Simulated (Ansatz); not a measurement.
**CO2 (Cmce): frozen displacement of one atom, by script**

A script is to give a frozen displacement of one atom; the system is CO2 (Cmce).

All numbers are computed with Ansatz 0.2.0 through its Python package. Level of theory: DFT LDA, plane waves, PAW.

## Step 1: The structure

Symmetry: Cmce, No. 64, orthorhombic system. Conventional cell: a = 5.272 Å, b = 4.775 Å, c = 6.587 Å, α = 90.00°, β = 90.00°, γ = 90.00°. C (site symmetry 2/m) is surrounded by 2 O at 1.17 Å. Around O (site symmetry m) lie 1 C at 1.17 Å.

The script holds or builds the structure itself.

## Step 2: The script

The input, co2.py:

```python
"""Frozen displacement of one atom in CO2."""

import warnings

import ansatz as az
import numpy as np

warnings.simplefilter("ignore", az.DeckWarning)

vectors = np.array([
    [2.63591, -2.38738, 0.0],
    [2.63591, 2.38738, 0.0],
    [0.0, 0.0, 6.58717],
])
co2 = (
    az.Lattice.of(vectors)
    .atom("C", (0.0, 0.0, 0.0))
    .atom("C", (0.5, 0.5, 0.5))
    .atom("O", (0.80651, 0.19349, 0.89184))
    .atom("O", (0.19349, 0.80651, 0.10816))
    .atom("O", (0.69349, 0.30651, 0.39184))
    .atom("O", (0.30651, 0.69349, 0.60816))
)

inverse = np.linalg.inv(np.array(co2.lattice.vectors))
home = np.array(co2.sites[0].position)
values = np.linspace(-0.02, 0.02, 5)
energies, pulls = [], []
for shift in values:
    moved = co2.move(0, to=home + shift * inverse[1])
    setup = (
        moved.calculation()
        .functional(az.Functional.LDA)
        .basis(380)  # cutoff of the orbital basis
        .kpoints(5, 5, 3, center="gamma")  # sampling of the Brillouin zone
        .occupations(az.OccupationsMethod.FIXED)
        .scf(max_iterations=200, extra_bands=6)
        .forces()
    )
    rep = setup.run().report
    energies.append(rep["free_energy_ev"])
    pulls.append(rep["forces_ev_ang"][0][1])

# the force is minus the slope of the free energy
print("shift (A)   dE (eV)   force along y (eV/A)")
for shift, e, f in zip(values, energies, pulls):
    print(f"{shift:8.3f} {e - energies[2]:10.5f} {f:12.4f}")
print(f"stiffness from energies {2 * np.polyfit(values, energies, 2)[0]:.3f}, from forces {-np.polyfit(values, pulls, 1)[0]:.3f} eV/A^2")
```

## Step 3: The input behind the calls

The engine receives this input (first run):

```yaml
crystal:
  lattice:
    - [2.63591, -2.38738, 0.0]
    - [2.63591, 2.38738, 0.0]
    - [0.0, 0.0, 6.58717]
  atoms:
    - { symbol: C, position: [0.004188692206519281, -0.004188692206519281, 0.0] }
    - { symbol: C, position: [0.5, 0.5, 0.5] }
    - { symbol: O, position: [0.80651, 0.19349, 0.89184] }
    - { symbol: O, position: [0.19349, 0.80651, 0.10816] }
    - { symbol: O, position: [0.69349, 0.30651, 0.39184] }
    - { symbol: O, position: [0.30651, 0.69349, 0.60816] }
basis:
  ecutwfc: 380.0
kpoints:
  mp_grid:
    grid: [5, 5, 3]
    shift: [0.0, 0.0, 0.0]
hamiltonian:
  xc: lda
scf:
  max_iter: 200
  n_extra_bands: 6
  occupations:
    method: fixed
output:
  forces: true
```

## Step 4: The run

Run with:

```console
> python co2.py
```

The program printed:

```text
shift (A)   dE (eV)   force along y (eV/A)
  -0.020    0.02237       2.2375
  -0.010    0.00559       1.1183
   0.000    0.00000      -0.0000
   0.010    0.00559      -1.1183
   0.020    0.02237      -2.2376
stiffness from energies 111.841, from forces 111.868 eV/A^2
```

Run time: 18 s. Hardware: 1 thread of Arm Neoverse V1, shared host; peak memory 0.38 GiB.

## Step 5: Inputs of later runs

The engine's inputs for some of the other runs:

Run 2, against run 1:

```diff
@@ -7 +7 @@
-    - { symbol: C, position: [0.004188692206519281, -0.004188692206519281, 0.0] }
+    - { symbol: C, position: [0.0020943461032596404, -0.0020943461032596404, 0.0] }
```

Run 4, against run 1:

```diff
@@ -7 +7 @@
-    - { symbol: C, position: [0.004188692206519281, -0.004188692206519281, 0.0] }
+    - { symbol: C, position: [-0.00209434610325964, 0.0020943461032596404, 0.0] }
```

Run 5, against run 1:

```diff
@@ -7 +7 @@
-    - { symbol: C, position: [0.004188692206519281, -0.004188692206519281, 0.0] }
+    - { symbol: C, position: [-0.004188692206519281, 0.004188692206519281, 0.0] }
```

Lines on the test bed's own set-up are left out of the output.

## Step 6: The engine's runs

From the records of these 5 runs:

```
run  shift of atom 1 from run 1 (Å)  energy from run 3 (meV/atom)  gap on the mesh (eV)  SCF cycles  CPU time (s)
  1                           0.000                          3.73                  6.37           8           3.8
  2                           0.010                          0.93                  6.38           8           4.2
  3                           0.020                          0.00                  6.38           7           1.4
  4                           0.030                          0.93                  6.38           8           4.2
  5                           0.040                          3.73                  6.37           8           3.6
```

## Step 7: Outcome

| quantity | value |
| --- | --- |
| runs compared | 5 |
| range of energy | 3.73 meV/atom |
| lowest point, shift of atom 1 from run 1 (Å) | 0.020 |

What this shows: The curvature of the energy gives 111.841 eV/Å² and the slope of the force 111.868 eV/Å², a positive curvature. The cutoff lies under the one recommended for these potentials. This cell is a computed structure, which may not be the phase found in nature. All periodic images of the atom move with it, so the curvature is one diagonal element of the zone-centre force constants and no normal mode; a positive value doesn't exclude soft modes in which several atoms move.
